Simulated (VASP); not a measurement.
Runs of VASP 6.6.1 on GaP. All rows change the cell; the cell of one of them follows. Symmetry: F-43m, No. 216, cubic system. Conventional cell: a = 5.758 Å, b = 5.758 Å, c = 5.758 Å, α = 90.00°, β = 90.00°, γ = 90.00°. Around Ga (site symmetry -43m) lie 4 P at 2.49 Å. Around P (site symmetry -43m) lie 4 Ga at 2.49 Å. The cell was built by a generator and needn't be a form met in nature.

| level | cell | smearing | gap on the mesh (eV) | pressure (GPa) |
| --- | --- | --- | --- | --- |
| PBE | hydrostatic strain +5.6% | fermi-dirac 0.02 eV | 0.52 | -7.5 |
| PBE | epitaxial_xy strain -5.2% | fermi-dirac 0.02 eV | (a) | (b) |
| r2SCAN | hydrostatic strain +5.6% | gaussian 0.01 eV | 0.95 | (c) |
| r2SCAN | uniaxial_x strain +2.6% | gaussian 0.01 eV | 1.81 | -2.2 |

Alike in all rows: task single point; potentials or basis VASP PAW PBE potentials, release 64 (Ga_d, P); no spin polarisation; k mesh 8 × 8 × 8; cutoff (eV) 520.

Q: Fill in the values left out.

A: (a) 1.05; (b) 8.7; (c) -10.0.

Caveats: the PAW data sets were made with another functional, which shifts forces and pressure a little (some runs).

A k mesh can miss the band edges, and the runs leave out spin-orbit coupling on Ga.
